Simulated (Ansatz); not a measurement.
**C: convergence and cost**

An exercise on one series of results from a longer session: the logs are not shown, and one member is left open.

Method: DFT r2SCAN, scalar-relativistic, plane waves, PAW for the base; runs at other levels say so in their headings and inputs, unless a step's input says otherwise, in Ansatz 0.2.0.

1 further run of the same task is left out (set aside as unsound or not needed).

## The starting structure

Symmetry: Cmme, No. 67, orthorhombic system. The conventional cell has a = 2.456 Å, b = 4.254 Å, c = 7.173 Å, α = 90.00°, β = 90.00°, γ = 90.00°. C (site symmetry m) is surrounded by 3 C at 1.42 Å.

Coordinates:

```
C
1.0
     1.22805   -2.12706    0.00000
     1.22805    2.12706    0.00000
     0.00000    0.00000    7.17327
C
4
Direct
  0.08338 0.91662 0.75314
  0.58338 0.41662 0.24686
  0.91662 0.08338 0.24686
  0.41662 0.58338 0.75314
```

Source of the structure: the Materials Project (structure only). It is taken as it stands there.

## The base run, which the others are set against

input.yaml

```yaml
crystal:
  lattice:
    - [1.22804797, -2.12706182, 0.0]
    - [1.22804797, 2.12706182, 0.0]
    - [0.0, 0.0, 7.17326776]
  atoms:
    - { symbol: C, position: [0.08337946, 0.91662054, 0.7531376] }
    - { symbol: C, position: [0.58337946, 0.41662054, 0.2468624] }
    - { symbol: C, position: [0.91662054, 0.08337946, 0.2468624] }
    - { symbol: C, position: [0.41662054, 0.58337946, 0.7531376] }
basis:
  ecutwfc: 500
kpoints:
  mp_grid: { grid: [18, 18, 6] }
hamiltonian:
  xc: r2scan
scf:
  occupations: { method: gaussian, width: 0.1 }
output:
  forces: true
  stress: true
  eigenvalues: true
  populations: true
```

Its results, from an earlier run: -251.6672 eV/atom at zero smearing, pressure -0.12 GPa, largest force 0.023 eV/Å, gap on the mesh 0.03 eV, in 8 SCF cycles and 38 s.

The first run:

input.yaml

```yaml
crystal:
  lattice:
    - [1.22804797, -2.12706182, 0.0]
    - [1.22804797, 2.12706182, 0.0]
    - [0.0, 0.0, 7.17326776]
  atoms:
    - { symbol: C, position: [0.08337946, 0.91662054, 0.7531376] }
    - { symbol: C, position: [0.58337946, 0.41662054, 0.2468624] }
    - { symbol: C, position: [0.91662054, 0.08337946, 0.2468624] }
    - { symbol: C, position: [0.41662054, 0.58337946, 0.7531376] }
basis:
  ecutwfc: 420
kpoints:
  mp_grid: { grid: [18, 18, 6] }
hamiltonian:
  xc: lda
scf:
  occupations: { method: gaussian, width: 0.1 }
output:
  forces: true
  stress: true
  eigenvalues: true
relax:
  adjacent_minimum: "off"
  f_tol: 0.01
  max_steps: 60
  cell: { stress_tol: 0.05 }
```

Launch:

```bash
$ ansatz run input.yaml --threads 1 --pin off --max-ram 2560MiB --backend cpu --events-out ev --progress --plain --runs-dir out
```

Steps of the session up to this table: Relaxation, functional: LDA; Relaxation, functional: PBEsol; Relaxation, functional: PBE; Relaxation, functional: r2SCAN.

One of the session's tables, all rows but one given; the rest of the session is left out.

```
functional  a (Å)  b (Å)  c (Å)  volume (Å³/atom)
       LDA  2.446  4.233  6.735              8.72
    PBEsol  2.459  4.258  7.329              9.59
       PBE      ?      ?      ?                 ?
    r2SCAN  2.456  4.253  7.118              9.29
```

**Question.** Estimate the row for PBE.

**Answer.** a (Å): 2.467; b (Å): 4.272; c (Å): 8.529; volume (Å³/atom): 11.23. In the column «a (Å)» it is the highest.

To keep in mind: Layers here are held mostly by dispersion, which this level lacks, so their spacing and the stiffness across them are unreliable there.
